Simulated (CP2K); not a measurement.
FeO (Wuestite):

```
Fe O
1.0
     3.04820    0.00000    0.00000
     1.52410    2.63982    0.00000
     1.52410    0.87994    2.48884
Fe O
1 1
Cartesian
  0.0000 0.0000 0.0000
  3.0482 1.7599 1.2444
```

```yaml
Program: CP2K 2026.2
Task: single point
Functional: PBEsol
Potentials_or_basis: POTENTIAL_UZH Fe GTH-PBE-q16, O GTH-PBE-q6; TZVP-MOLOPT-PBE-GTH basis
Density_cutoff: 8163 eV
k_mesh: 11 × 11 × 11
Occupations: fermi-dirac, width 0.05 eV
Spin: collinear spin, ferromagnetic start
Starting_moments: "[3.0, 0.0] μB"
```

On this cell: pressure -7.6 GPa; largest force zero by symmetry; net moment 4.00 μB per cell; site moments Fe +3.77; O +0.23 μB.

The same run follows on a disturbed copy (atoms moved at random, drawn with an rms of 0.05 Å):

```xyz
2
Lattice="3.0482 0.0000 0.0000 1.5241 2.6398 0.0000 1.5241 0.8799 2.4888" Properties=species:S:1:pos:R:3 pbc="T T T"
Fe    0.0638    0.0179    0.0524
O     3.0965    1.7859    1.2210
```

Q: What changes?

A: The energy moves by +3.6 meV/atom; pressure -7.1 GPa; largest force 0.222 eV/Å; net moment 4.00 μB per cell; site moments Fe +3.77; O +0.23 μB.

Forces on the atoms (eV/Å):
```
Fe  -0.043  0.026 -0.216
O    0.008 -0.041  0.204
```

Stress tensor (GPa, compression positive):
```
-6.82 -0.20  0.20
-0.20 -7.05 -0.11
 0.20 -0.11 -7.34
```

The forces don't sum to zero, so they hold noise of the program's grid.

Caveats: the potentials were made for another functional, which shifts forces and pressure; the basis of atomic orbitals isn't converged, which shifts pressures, moduli and gaps; the total moment is fixed, so each spin has its own Fermi level; a cell with one magnetic atom can't hold antiferromagnetic order, which such compounds often take.
